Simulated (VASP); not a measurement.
Crystal: CdO (Monteponite).

```
Cd O
1.0
     0.00000    2.34950    2.34950
     2.34950    0.00000    2.34950
     2.34950    2.34950    0.00000
Cd O
1 1
Direct
  0.00000 0.00000 0.00000
  0.50000 0.50000 0.50000
```

| Item | Value |
| --- | --- |
| Program | VASP 6.6.1 |
| Task | relaxation of cell and atoms |
| Functional | PBEsol |
| Dispersion | D3(BJ) |
| Potentials or basis | VASP PAW PBE potentials, release 64 (Cd, O) |
| Cutoff | 600 eV |
| k mesh | 10 × 10 × 10 |
| Occupations | fermi-dirac, width 0.05 eV |
| Spin | no spin polarisation |

At the start: pressure -2.7 GPa; volume 12.97 Å³/atom.

Task: Where does the relaxation end?

Result: Over 3 steps the energy falls by 2.0 meV/atom and the volume is 12.73 Å³/atom (-1.8 %); space group Fm-3m (No. 225, to 0.05 Å).

The path:
| step | energy change (eV) | largest force (eV/Å) | pressure (GPa) | volume (Å³) |
| --- | --- | --- | --- | --- |
| 1 | 0.0000 | 0.0000 | -2.73 | 25.94 |
| 2 | -0.0017 | 0.0000 | 2.22 | 25.12 |
| 3 | -0.0041 | 0.0000 | -0.01 | 25.47 |

Final structure:
```yaml
crystal:
  lattice:
    - [0.00000, 2.33517, 2.33517]
    - [2.33517, 0.00000, 2.33517]
    - [2.33517, 2.33517, 0.00000]
  atoms:
    - { symbol: Cd, position: [0.00000, 0.00000, 0.00000] }
    - { symbol: O, position: [0.50000, 0.50000, 0.50000] }
```

Caveat: the PAW data sets were made with another functional, which shifts forces and pressure a little; pairwise dispersion overbinds metals, which lowers pressure and volume.
